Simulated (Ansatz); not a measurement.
CuI, space group Cmcm, a phonon calculation by linear response

Computed with the Ansatz DFT code, driven from Python.

Notebook, run cell by cell (the value of a cell's last expression is shown):

In [1]:
```python
from pathlib import Path

import ansatz as az
import numpy as np
```

In [2]:
```python
FUNCTIONAL = "LDA"
KGRID = (4, 4, 4)
```

In [3]:
```python
xtal = (
    az.Lattice.of([3.73316759, -3.71108637, 0.0], [3.73316759, 3.71108637, 0.0], [0.0, 0.0, 4.30699767])
    .atom("Cu", [0.42043883, 0.57956117, 0.75])
    .atom("Cu", [0.57956117, 0.42043883, 0.25])
    .atom("I", [0.77004268, 0.22995732, 0.75])
    .atom("I", [0.22995732, 0.77004268, 0.25])
)
```

In [4]:
```python
calc = (
    xtal.calculation()
    .functional(FUNCTIONAL)
    .pseudopotentials("paw")
    .occupations(az.OccupationsMethod.FIXED)
    .kpoints(*KGRID)
    .phonons("dfpt", points=[(0, 0, 0), (0.5, 0, 0.5), (0, 0, 0.5)])
)
result = calc.run(runs_dir="runs")
ph = result.phonons

for q in ph.qpoints:
    print("q =", np.round(q.q_frac, 3), "1/cm:", " ".join(f"{w:.1f}" for w in q.omega_inv_cm))
```
```text
DeckWarning: basis.ecutwfc = 420 eV, auto-derived from the records' recommended cutoffs: set by Cu (normal level)
q = [0. 0. 0.] 1/cm: -0.0 -0.0 0.0 43.6 52.9 66.2 73.8 111.6 127.0 142.7 162.4 215.6
q = [0.5 0.  0.5] 1/cm: 29.9 29.9 57.2 57.2 64.3 64.3 93.2 93.2 133.5 133.5 202.3 202.3
q = [0.  0.  0.5] 1/cm: 39.1 39.1 53.4 53.4 66.2 66.2 93.2 93.2 133.2 133.2 202.2 202.2
```

What to keep in mind:
- The cell isn't relaxed first, so the values belong to this volume.
- Without a Hubbard U or exact exchange, semilocal functionals often make such 3d compounds metallic or too weakly gapped.
- No non-analytic term is added, so at the zone centre the longitudinal optical modes of a polar crystal aren't split off.
- This cell is a computed structure, which may not be the phase found in nature.
- Warnings are shown shortened and without file and line.
- The structure is taken as given; imaginary modes can come from an unrelaxed or unstable start.
- Finished in 4.3 min on 1 thread of Arm Neoverse V2, on a shared host, peak memory 0.78 GiB.
